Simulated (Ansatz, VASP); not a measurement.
One calculation of Al, two programs

```xyz
1
Lattice="-1.6179 1.6179 1.6179 1.6179 -1.6179 1.6179 1.6179 1.6179 -1.6179" Properties=species:S:1:pos:R:3 pbc="T T T"
Al    0.0000    0.0000    0.0000
```

Change from the starting cell: volume scaled by 1, norm-conserving files.

Alike in both runs: task single point; functional PBE; k mesh 18 × 18 × 18; occupations fermi-dirac, width 0.1 eV; no spin polarisation.

|  | VASP | Ansatz |
| --- | --- | --- |
| version | VASP 6.6.1 | Ansatz 0.2.0 |
| potentials or method | VASP PAW PBE potentials, release 64 (Al) | norm-conserving pseudopotentials, scalar-relativistic |
| plane-wave cutoff (eV) | 520 | 544 |
| valence electrons in the cell | 3 | 3 |

|  | VASP | Ansatz | Ansatz less VASP |
| --- | --- | --- | --- |
| pressure (GPa) | 0.0 | 0.0 | +0.05 |

The functional is the same, so the differences come from potentials, cutoffs and numerics.
